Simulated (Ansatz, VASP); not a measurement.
# CaO (Lime): VASP beside Ansatz

Wanted: the spread between two codes on one cell, functional and k mesh. The cell is taken from a series of VASP runs on this material, whose earlier steps may have relaxed, scaled or displaced it; both programs get it as it stands.

Program: Ansatz 0.2.0. Level of theory: plane waves, with VASP 6.6.1 beside it; relaxation of cell and atoms at PBE. Results are calculated unless marked as measured.

**1. Set-up**

It takes space group Fm-3m (No. 225, cubic). Conventional cell: a = 4.861 Å, b = 4.861 Å, c = 4.861 Å, α = 90.00°, β = 90.00°, γ = 90.00°. Nearest to Ca lie 6 O at 2.43 Å. Nearest to O lie 6 Ca at 2.43 Å. Farther neighbours and most contacts between anions are not listed.

Structure file:

```cif
data_structure
_symmetry_space_group_name_H-M 'P 1'
_symmetry_Int_Tables_number 1
_cell_length_a 3.4370
_cell_length_b 3.4370
_cell_length_c 3.4370
_cell_angle_alpha 60.000
_cell_angle_beta 60.000
_cell_angle_gamma 60.000
_cell_volume 28.71
loop_
_atom_site_label
_atom_site_type_symbol
_atom_site_fract_x
_atom_site_fract_y
_atom_site_fract_z
_atom_site_occupancy
Ca1 Ca 0.00000 0.00000 0.00000 1
O2 O 0.50000 0.50000 0.50000 1
```

**2. VASP: relaxation of cell and atoms, PBE**

The relaxed volume is the usual yardstick between codes: its relative difference is about their pressure difference at one cell divided by the bulk modulus.

Lines of VASP's logs that name or quote its potential files are left out, and so is its time.

INCAR

```
SYSTEM = CaO
PREC = Accurate
ENCUT = 520
EDIFF = 1E-06
NELM = 100
ISMEAR = 0
SIGMA = 0.03
LREAL = .FALSE.
ALGO = Normal
GGA = PE
NBANDS = 14
LORBIT = 11
LWAVE = .FALSE.
LCHARG = .FALSE.
KPAR = 4
IBRION = 2
NSW = 50
ISIF = 3
EDIFFG = -0.006
```

POSCAR

```
CaO
1.0
    0.0000000000      2.4303282823      2.4303282823
    2.4303282823      0.0000000000      2.4303282823
    2.4303282823      2.4303282823      0.0000000000
Ca O
1 1
Direct
    0.0000000000      0.0000000000      0.0000000000
    0.5000000000      0.5000000000      0.5000000000
```

KPOINTS

```
Automatic mesh
0
Gamma
8 8 8
0 0 0
```

The projector-augmented-wave data sets are Ca_sv and O (PBE family, release 64).

Command:

```sh
$ mpirun -np 4 vasp_std
```

Numbers of over 12 decimals in the logs are rounded to 6 here.

What it wrote:

```text
[banner, memory and clock lines left out]
running    4 mpi-ranks, on    1 nodes
 distrk:  each k-point on    1 cores,    4 groups
 distr:  one band on    1 cores,    1 groups

 POSCAR found type information on POSCAR CaO
 POSCAR found :  2 types and       2 ions
 LDA part: xc-table for (Slater+PW92), standard interpolation
 POSCAR, INCAR and KPOINTS ok, starting setup
 FFT: planning ... GRIDC
 FFT: planning ... GRID_SOFT
 FFT: planning ... GRID
 WAVECAR not read
 entering main loop
       N       E                     dE             d eps       ncg     rms          rms(c)
DAV:   1     0.124693550837E+03    0.12469E+03   -0.83003E+03   812   0.116E+03
DAV:   2    -0.876943978194E+01   -0.13346E+03   -0.12497E+03  1028   0.306E+02
DAV:   3    -0.143113118051E+02   -0.55419E+01   -0.55012E+01   896   0.640E+01
DAV:   4    -0.145136921441E+02   -0.20238E+00   -0.20225E+00  1218   0.103E+01
DAV:   5    -0.145149684087E+02   -0.12763E-02   -0.12762E-02   914   0.103E+00    0.857E+00
DAV:   6    -0.128722952520E+02    0.16427E+01   -0.60009E+00   880   0.235E+01    0.372E+00
DAV:   7    -0.128065279658E+02    0.65767E-01   -0.55576E-01   996   0.735E+00    0.179E+00
DAV:   8    -0.128042028609E+02    0.23251E-02   -0.74335E-02   946   0.296E+00    0.331E-01
DAV:   9    -0.128036594491E+02    0.54341E-03   -0.77832E-03  1020   0.630E-01    0.121E-01
DAV:  10    -0.128044540297E+02   -0.79458E-03   -0.11512E-03   844   0.359E-01    0.661E-02
DAV:  11    -0.128043935879E+02    0.60442E-04   -0.12631E-04  1144   0.132E-01    0.680E-03
DAV:  12    -0.128043945672E+02   -0.97938E-06   -0.14987E-05   856   0.342E-02    0.618E-03
DAV:  13    -0.128043940360E+02    0.53122E-06   -0.18336E-06   858   0.131E-02
   1 F= -.12804394E+02 E0= -.12804394E+02  d E =-.128044E+02
[...]
2 F= -.12805831E+02 E0= -.12805831E+02  d E =-.143684E-02
[...]
3 F= -.12806000E+02 E0= -.12806000E+02  d E =-.160623E-02
 curvature:  -0.37 expect dE=-0.881E-05 dE for cont linesearch -0.881E-05
 ZBRENT: interpolating
 opt :   0.7003  next Energy=   -12.806009 (dE=-0.161E-02)
 bond charge predicted
       N       E                     dE             d eps       ncg     rms          rms(c)
DAV:   1    -0.128060892609E+02   -0.88676E-04   -0.22796E-03   824   0.517E-01    0.639E-02
DAV:   2    -0.128060164437E+02    0.72817E-04   -0.24575E-04   830   0.138E-01    0.218E-02
DAV:   3    -0.128060050296E+02    0.11414E-04   -0.30496E-05  1370   0.638E-02    0.860E-03
DAV:   4    -0.128060043976E+02    0.63200E-06   -0.11493E-05  1294   0.251E-02    0.442E-03
DAV:   5    -0.128060044726E+02   -0.75077E-07   -0.15544E-07   496   0.423E-03
   4 F= -.12806004E+02 E0= -.12806004E+02  d E =-.161044E-02
 curvature:  -0.35 expect dE=-0.250E-05 dE for cont linesearch -0.250E-05
 trial: gam=-0.03926 g(F)=  0.752E-60 g(S)=  0.714E-05 ort = 0.174E-03 (trialstep = 0.940E+00)
 search vector abs. value=  0.121E-07
 reached required accuracy - stopping structural energy minimisation
```

OUTCAR, selected parts (step 2):

```text
ion  position               nearest neighbor table
   1  0.000  0.000  0.000-   2 2.43   2 2.43   2 2.43   2 2.43   2 2.43   2 2.43
   2  0.500  0.500  0.500-   1 2.43   1 2.43   1 2.43   1 2.43   1 2.43   1 2.43

  LATTYP: Found a face centered cubic cell.
 ALAT       =     4.8606565646

 Subroutine GETGRP returns: Found 48 space group operations
 (whereof 48 operations were pure point group operations)

The static configuration has the point symmetry O_h .

 Found     29 irreducible k-points:

   k-points           NKPTS =     29   k-points in BZ     NKDIM =     29   number of bands    NBANDS=     14

   dimension x,y,z NGX =    28 NGY =   28 NGZ =   28
   dimension x,y,z NGXF=    56 NGYF=   56 NGZF=   56

   ENCUT  =  520.0 eV  38.22 Ry    6.18 a.u.   6.39  6.39  6.39*2*pi/ulx,y,z

   NELECT =      16.0000    total number of electrons

 k-points in reciprocal lattice and weights: Automatic mesh
   0.00000000  0.00000000  0.00000000       0.002
   0.12500000  0.00000000  0.00000000       0.016
   0.25000000  0.00000000  0.00000000       0.016
   0.37500000  0.00000000  0.00000000       0.016
   0.50000000  0.00000000  0.00000000       0.008
   0.12500000  0.12500000  0.00000000       0.012
   0.25000000  0.12500000  0.00000000       0.047
   0.37500000  0.12500000  0.00000000       0.047
   0.50000000  0.12500000  0.00000000       0.047
[...]
-0.37500000  0.50000000  0.12500000       0.023
  -0.25000000  0.50000000  0.25000000       0.012

 average (electrostatic) potential at core
       1 -44.2130       2 -70.3302

 E-fermi :   2.4218

 k-point     1 :       0.0000    0.0000    0.0000
  band No.  band energies     occupation
    ...
      4     -16.2737      2.00000
      5     -13.2619      2.00000
      6       2.2293      2.00000
      7       2.2293      2.00000
      8       2.2293      2.00000
      9       6.7706      0.00000
     10       8.4015      0.00000
     11       8.4015      0.00000
     12       8.4015      0.00000
     13       9.8701      0.00000
    ...

 k-point     2 :       0.1250    0.0000    0.0000
  band No.  band energies     occupation
    ...
      4     -16.2813      2.00000
      5     -13.0613      2.00000
      6       1.7013      2.00000
      7       2.0268      2.00000
      8       2.0268      2.00000
      9       7.4506      0.00000
     10       8.3606      0.00000
     11       8.6587      0.00000
     12       8.6587      0.00000
     13      10.2245      0.00000
    ...

 k-point     3 :       0.2500    0.0000    0.0000
  band No.  band energies     occupation
    ...
      4     -16.2994      2.00000
      5     -12.6453      2.00000
      6       0.7197      2.00000
      7       1.5918      2.00000
      8       1.5918      2.00000
      9       8.4162      0.00000
     10       8.9030      0.00000
     11       9.3324      0.00000
     12       9.3324      0.00000
     13      11.0789      0.00000
    ...

  Total       -0.0099314     -0.0099314     -0.0099314      0.0000000     -0.0000000     -0.0000000
  in kB       -0.5611077     -0.5611077     -0.5611077      0.0000000     -0.0000000     -0.0000000
  external PRESSURE =      -0.5611077 kB  Pullay stress =       0.0000000 kB

  energy-cutoff  :      520.00
  volume of cell :       28.36
      direct lattice vectors                 reciprocal lattice vectors
     0.000000000  2.420368494  2.420368494    -0.206580114  0.206580114  0.206580114
     2.420368494  0.000000000  2.420368494     0.206580114 -0.206580114  0.206580114
     2.420368494  2.420368494 -0.000000000     0.206580114  0.206580114 -0.206580114

 POSITION                                       TOTAL-FORCE (eV/Angst)
 -----------------------------------------------------------------------------------
      0.00000      0.00000      0.00000        -0.000000      0.000000     -0.000000
      2.42037      2.42037      2.42037         0.000000     -0.000000      0.000000
 -----------------------------------------------------------------------------------
    total drift:                                0.000000      0.000000      0.000000

  FREE ENERGIE OF THE ION-ELECTRON SYSTEM (eV)
  ---------------------------------------------------
  free  energy   TOTEN  =       -12.8060044726 eV

  energy  without entropy=      -12.8060044726  energy(sigma->0) =      -12.80600447

 reached required accuracy - stopping structural energy minimisation

 total charge
# of ion       s       p       d       tot
------------------------------------------
    1        2.039   5.878   0.290   8.207
    2        1.549   3.444   0.000   4.993
--------------------------------------------------
tot          3.588   9.322   0.290  13.200

[... 3 further parts left out ...]
```

CONTCAR:

```
CaO
   1.00000000000000
     0.0000000000000000    2.4203684936986418    2.4203684936986418
     2.4203684936986418    0.0000000000000000    2.4203684936986418
     2.4203684936986418    2.4203684936986418   -0.0000000000000000
  Ca              O
     1     1
Direct
     0.0000000000000000    0.0000000000000000    0.0000000000000000
     0.5000000000000000    0.5000000000000000    0.5000000000000000
```

The run keeps the 48 symmetry operations of its start, so it cannot find a distortion of lower symmetry.

**3. Ansatz: relaxation of cell and atoms, PBE**

Ansatz runs on its default PAW (the set named soft_2) files.

The same cell, functional, mesh and smearing now go to Ansatz, which takes its cutoff from its data sets.

input.yaml

```yaml
crystal:
  lattice:
    - [0.0, 2.4303282823, 2.4303282823]
    - [2.4303282823, 0.0, 2.4303282823]
    - [2.4303282823, 2.4303282823, 0.0]
  atoms:
    - { symbol: Ca, position: [0.0, 0.0, 0.0] }
    - { symbol: O, position: [0.5, 0.5, 0.5] }
hamiltonian:
  xc: pbe
  pseudopotentials: { kind: paw }
kpoints:
  mp_grid: { grid: [8, 8, 8] }
scf:
  occupations: { method: gaussian, width: 0.03 }
relax:
  f_tol: 0.01
  max_steps: 60
  cell: { stress_tol: 0.05 }
output:
  forces: true
  stress: true
```

Command:

```sh
$ ansatz run input.yaml --threads 4 --pin off --max-ram 9216MiB --backend cpu --events-out ev --progress --plain --runs-dir out
```

What it wrote:

```text
Engine: ansatz 0.2.0, x86_64-unknown-linux-gnu
Pseudopotentials: kind: paw
Pseudopotential: Ca, paw, valence charge 10, recommended cutoff 420 eV (normal), Ca.paw.azcp
Pseudopotential: O, paw, valence charge 6, recommended cutoff 420 eV (normal), O.paw.azcp
Functional definition: PBE
  parameter kappa = 0.804
  parameter beta = 0.066725
  exchange = pbe_x(kappa = kappa, mu = beta*pi^2/3)
  correlation = pbe_c(beta = beta)
Crystal: 2 atoms, lattice volume = 28.709 Å³
Basis set: ecut = 420 eV, 537 PW (Γ), exchange–correlation on 48×48×48 points (8 copies of the dense FFT grid, shifted against one another)
Bands: 12, of which v1, the nominal top of the filled ones, is band 8 counted from 1 (7 counted from 0)
Symmetry: 48 space group operations
Space group: Fm-3m (ITA 225), of the structure as read, at distance tolerance 3.1e-5 Å
k-points: 29 of 512
Non-local potential: Ca, projectors of the file, l = 0: 3, l = 1: 2, l = 2: 2
Non-local potential: O, projectors of the file, l = 0: 2, l = 1: 2, l = 2: 1
PAW form: soft (Blöchl's): semilocal exchange-correlation on the pseudo side does not see the compensation charge
PAW one-centre angular grid: Ca, 110 points (default); XC on 64 Gauss nodes
PAW one-centre angular grid: O, 110 points (default); XC on 64 Gauss nodes
Initial density: superposition of atomic densities (neutral atoms: chi_scale 0, normalization atom), corrected by the library's trained network
Initial wavefunctions: pseudopotential atomic-orbital guess
Functional: x = pbe(κ = 0.804, μ = 0.219515), c = pbe(β = 0.066725)
SCF iter   1: F=—  HF=-2387.719723 eV  |F-HF|=—  |Δ(HF+E_count)|=         —  Δρ=1.37e-3  dr2=4.79e-4  ethr=1.77e-3  ⟨swp⟩=7.3  Hψ=2438  notcnv=0
preconditioner: auto → none  [insulator: Δε(μ)=3.660 eV  Ē_g=17.981 eV  σ=0.030 eV  W_gap=1.00  n_scr=8 (ndim 8)  ℏωp=25.9 eV  f_vac=0.000  D(μ)=0.00/eV (n_scr^D=0)  ε∞_Penn≈3.1]
SCF iter   2: F=—  HF=-2387.720019 eV  |F-HF|=—  |Δ(HF+E_count)|=   2.96e-4  Δρ=2.55e-3  dr2=1.80e-3  ethr=3.00e-6  ⟨swp⟩=2.1  Hψ=806  notcnv=0
SCF iter   3: F=—  HF=-2387.719676 eV  |F-HF|=—  |Δ(HF+E_count)|=   3.43e-4  Δρ=8.48e-4  dr2=2.14e-4  ethr=3.00e-6  ⟨swp⟩=2.0  Hψ=455  notcnv=0
SCF iter   4: F=—  HF=-2387.719669 eV  |F-HF|=—  |Δ(HF+E_count)|=   6.69e-6  Δρ=5.16e-5  dr2=3.54e-7  ethr=1.34e-6  ⟨swp⟩=2.0  Hψ=435  notcnv=0
SCF iter   5: F=—  HF=-2387.719701 eV  |F-HF|=—  |Δ(HF+E_count)|=   3.17e-5  Δρ=8.16e-5  dr2=2.11e-6  ethr=2.21e-9  ⟨swp⟩=2.0  Hψ=552  notcnv=0
SCF iter   6: F=—  HF=-2387.719700 eV  |F-HF|=—  |Δ(HF+E_count)|=   4.17e-7  Δρ=3.07e-5  dr2=2.88e-7  ethr=2.21e-9  ⟨swp⟩=2.0  Hψ=455  notcnv=0
SCF iter   7: F=-2387.719700 eV  HF=-2387.719700 eV  |F-HF|=3.46e-8  |Δ(HF+E_count)|=   5.68e-8  Δρ=1.15e-5  dr2=4.00e-8  ethr=6.25e-10  ⟨swp⟩=4.0  Hψ=1001  notcnv=0
SCF 1 converged in 7 iterations: F = -2387.719700 eV  dr2 = 4.00e-8
  greatest PAW one-centre occupation: 0.995 electrons in one spin orbital (limit 2), on the Ca atom at site 0 (counted from 0), in its partial waves of l = 0
relax step   1: F+E_penalty+E_count = -2387.71970039 eV  Δ(F+E_penalty+E_count) = +0.000e0 eV  max|allowed force component| = 8.612e-30 eV/Å  Δτ_max = 0.0000 Å  P = -1.871 GPa  Ω = 28.709 Å³  (7 SCF iters, dr2 threshold 1.00e-7 eV, accepted)
[...]
relax step   2: F+E_penalty+E_count = -2387.72409685 eV  Δ(F+E_penalty+E_count) = -4.396e-3 eV  max|allowed force component| = 4.444e-29 eV/Å  Δτ_max = 0.0000 Å  P = +0.516 GPa  Ω = 28.074 Å³  energy of the carried Pulay correction = +1.620e-3 eV  (5 SCF iters, dr2 threshold 2.00e-7 eV, accepted)
[...]
relax step   3: F+E_penalty+E_count = -2387.72395961 eV  Δ(F+E_penalty+E_count) = +1.372e-4 eV  max|allowed force component| = 5.029e-30 eV/Å  Δτ_max = 0.0000 Å  P = -0.016 GPa  Ω = 28.209 Å³  energy of the carried Pulay correction = +1.273e-3 eV  (4 SCF iters, dr2 threshold 2.00e-7 eV, accepted)
[...]
relax step   4: F+E_penalty+E_count = -2387.72283202 eV  Δ(F+E_penalty+E_count) = +1.128e-3 eV  max|allowed force component| = 3.123e-30 eV/Å  Δτ_max = 0.0000 Å  P = -0.091 GPa  Ω = 28.209 Å³  stress off target by 9.09e-2 GPa  SCF on the basis re-selected at this cell (its energy is not comparable with the rows above)  (6 SCF iters)
[...]
relax step   5: F+E_penalty+E_count = -2387.72289780 eV  Δ(F+E_penalty+E_count) = -6.578e-5 eV  max|allowed force component| = 6.705e-30 eV/Å  Δτ_max = 0.0000 Å  P = -0.002 GPa  Ω = 28.186 Å³  energy of the carried Pulay correction = +5.904e-5 eV  (3 SCF iters, dr2 threshold 2.07e-8 eV, accepted)
[...]
relax step   6: F+E_penalty+E_count = -2387.72274794 eV  Δ(F+E_penalty+E_count) = +1.499e-4 eV  max|allowed force component| = 1.249e-29 eV/Å  Δτ_max = 0.0000 Å  P = -0.005 GPa  Ω = 28.186 Å³  stress off target by 5.38e-3 GPa  SCF on the basis re-selected at this cell (its energy is not comparable with the rows above)  (5 SCF iters)
basis re-selected at this cell: Δ(F+E_penalty+E_count) = +1.499e-4 eV, ΔP = -0.003 GPa vs the last step (what re-selecting the basis moved, of the pressure what is left beyond the Pulay correction that the steps carried, after the strain that the cell walked since its last selection, with what the two solves' SCF thresholds leave and, on support functions, any second-order correction that the steps lacked; it is no m [...]
SCF converged after 5 iterations
Free energy (F): -2387.722748 eV
Harris-Foulkes:  -2387.722748 eV  (|F-HF|=3.18e-12)
Internal energy: -2387.722748 eV  (E = F + TS)
E sigma→0 (E₀):  -2387.722748 eV
Fermi energy:    9.356252 eV
--- Per-component energies (eV) ---
  E_band       = -103.972421
  E_kinetic    = 455.687156
  E_local      = -899.548590  (includes V_loc(G=0)·N_el)
  E_nonlocal   = 111.438383
  E_hartree    = 298.312729
  E_xc         = -213.170169
  E_vxc        = -268.184072  (∫ρ·V_xc dr)
  E_paw        = -1016.248081  (= ΣΔE_a)
  E_vpaw       = -99.993100  (= ΣTr[D̂ρ^β])
  E_aug_tail   = 0.002388  (compensation charges beyond the density's cutoff)
  E_ewald      = -1124.196565
  E_smearing   = -0.000000  (= −TS)
  E_closure    = 0.000000  (closes the sum)
  Σ components = -2387.722748   (vs F -2387.722748, Δ=0.00e0)
--- Forces (eV/Å), atoms counted from 1 ---
  atom   1  Ca    -0.00000000     0.00000000     0.00000000
  atom   2  O      0.00000000    -0.00000000    -0.00000000
  max |Σ_I F_I| component: 2.34e-29 eV/Å
--- Stress (GPa, compression-positive) ---
       -0.005383      -0.000000      -0.000000
       -0.000000      -0.005383      -0.000000
       -0.000000      -0.000000      -0.005383
  P = ⅓ Tr σ = -0.0054 GPa (-0.054 kbar)
--- Relaxed structure (4 steps of the walk, 4 accepted, 2 SCFs on fresh bases) ---
  F+E_penalty+E_count = -2387.72274794 eV   max|allowed force component| = 1.249e-29 eV/Å   (the final SCF, on the basis selected at the relaxed cell)
  cell:  # Å, volume = 28.1856 Å³
    - [0, 2.415455, 2.415455]
    - [2.415455, 0, 2.415455]
    - [2.415455, 2.415455, 0]
  atoms:
    - { symbol: Ca, position: [0, 0, 0] }
    - { symbol: O, position: [0.5, 0.5, 0.5] }
```

It took 2.5 s on 4 threads of Intel Xeon Platinum 8488C (Sapphire Rapids), shared host; peak memory 0.34 GiB; 4.2 s of CPU time.

**4. Side by side**

Known differences besides the potentials themselves: both relaxations stop at a tolerance, which leaves soft axes loose, and VASP keeps its plane-wave basis; the cutoff is 420 eV in Ansatz and 520 eV in VASP; VASP leaves aspherical gradient terms in its spheres out (LASPH is not set), Ansatz keeps them; Ansatz adds a Pulay correction to the stress that steers its cell, VASP none. Total energies have different zeros and are not compared.

Compared:

| quantity | Ansatz | VASP | difference |
| --- | --- | --- | --- |
| volume (Å³) | 28.19 | 28.36 | -0.61 % |
| edge a after relaxation, in the typed setting (Å) | 3.416 | 3.423 | -0.20 % |

The walks stopped with -0.01 GPa left in Ansatz and -0.06 GPa in VASP; each walk ends within a tolerance, so the volume difference is uncertain by about these residues over the bulk modulus, most in soft cells.

**5. Outcome**

| Property | Result |
| --- | --- |
| difference in volume (relaxation of cell and atoms, PBE) | -0.61 % |

In words: The difference in volume is -0.61 % (relaxation of cell and atoms, PBE), within the 1.2 % picked in this series as the mark of a large difference, as far as the stopping tolerances let one tell. How closely two codes agree says nothing of how well the functional describes the real material.

[Lines on the potential files, build, host, timing and source positions are cut from VASP's logs without a mark.]

[Logs are printed without paths, hosts, clocks, repeated set-up lines and the standing remarks that a program may print on its own settings, such as how far it seeks lower states.]

[Hosts, paths, dates, database ids (printed as entryN), source tags and the programs' standing remarks are cut or masked in the printed files.]
